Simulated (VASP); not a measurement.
A run of VASP 6.6.1 is set up as follows.

Contents of INCAR:

```
SYSTEM = GaN
ALGO = Fast ; EDIFF = 1E-7
EDIFFG = -0.002 ; ENCUT = 520
GGA = PE ; IBRION = 2
ISIF = 3 ; ISMEAR = 0
LASPH = .True. ; LCHARG = .False.
LREAL = .False. ; LWAVE = .False.
NELM = 80 ; NSW = 80
PREC = Accurate ; SIGMA = 0.02
```

The input KPOINTS:

```
k-points
0
Gamma
  3 3 1
  0 0 0
```

File POSCAR:

```
GaN                                     
1.0
    3.2773698420      0.0000000000      0.0000000000
   -1.6386849210      2.8382855363     -0.0000000000
    0.0000000000      0.0000000000      4.9761846904
  Ga              N             
     2     2
Direct
     0.3333333300000021    0.6666666699999979    0.9894740961158559
     0.6666666699999979    0.3333333300000021    0.4894740961158560
     0.3333333300000021    0.6666666699999979    0.3855259038841440
     0.6666666699999979    0.3333333300000021    0.8855259038841441
```

Potentials or basis: VASP PAW PBE potentials, release 64 (Ga_d, N).

Run with:

```bash
$ cat potpaw_PBE.64/Ga_d/POTCAR potpaw_PBE.64/N/POTCAR > POTCAR
$ mpirun -np 4 vasp_std > vasp.out
```

Problem. Predict the space group after relaxing (to 0.05 Å).

Solution. P6_3mc (No. 186).

Problem. Estimate the relaxed cell.

Solution. a = 3.278 Å, b = 3.278 Å, c = 4.977 Å, α = 90.00°, β = 90.00°, γ = 120.00°.

Problem. Predict the relaxed volume.

Solution. 11.58 Å³/atom.

Problem. Predict the band gap on the k mesh.

Solution. 1.59 eV, direct.

Final structure:
```
Ga N
1.0
     3.27765    0.00000    0.00000
    -1.63883    2.83853    0.00000
     0.00000    0.00000    4.97658
Ga N
2 2
Direct
  0.33333 0.66667 0.98947
  0.66667 0.33333 0.48947
  0.33333 0.66667 0.38553
  0.66667 0.33333 0.88553
```

Caveat: the k mesh is coarse (spacing up to 1.26 Å⁻¹), so the values aren't converged. A hybrid or GW would open this gap; PBE tends to underestimate it.
